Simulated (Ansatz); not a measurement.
Runs of Ansatz 0.2.0 on Co. Symmetry: P6_3/mmc, No. 194, hexagonal system. Conventional cell: a = 2.472 Å, b = 2.472 Å, c = 4.021 Å, α = 90.00°, β = 90.00°, γ = 120.00°. Co (site symmetry -6m2) is surrounded by 12 Co at 2.47 Å. 

| task | level | k mesh | cutoff (eV) | q mesh | points for each segment of the path | atoms under strain | gap on the mesh (eV) | moment (μB) | V0 of scaled cells (Å³/atom) | B0 (GPa) |
| --- | --- | --- | --- | --- | --- | --- | --- | --- | --- | --- |
| phonons | PBEsol | 10 × 10 × 6 | 420 | 2 × 2 × 2 | 8 | - | none | 3.29 | - | - |
| equation of state | PBE | 12 × 12 × 7 | 420 | - | - | - | - | - | 10.87 | (a) |
| equation of state | r2SCAN | 12 × 12 × 7 | 500 | - | - | - | - | - | 10.65 | 231 |
| elastic constants | PBEsol | 10 × 10 × 6 | 420 | - | - | clamped | none | 3.29 | - | - |

Alike in all rows: potentials or basis Ansatz PAW; spin collinear, ferromagnetic start; cell as given; smearing fermi-dirac 0.05 eV.

**Question.** Fill in the values left out.

**Answer.** (a) 208.

Caveats: the PAW data sets come from PBE, with cores solved anew for the run's functional, which leaves a small shift of forces and pressure (some runs); the cell was scaled at fixed shape and fractional positions, which overstates the stiffness of a crystal with free parameters, most of all of layers and chains (some runs); some levels weren't fully converged (some runs); the magnetic or orbital state may not be the lowest (some runs); the PAW data sets were made with another functional, which shifts forces and pressure a little (some runs); the cell is more than 3 GPa from zero pressure, which shifts response properties (some runs); elastic constants of metals need much finer meshes, so these are rough (some runs).

A gap of «none» marks a metal or a gap under the smearing width.
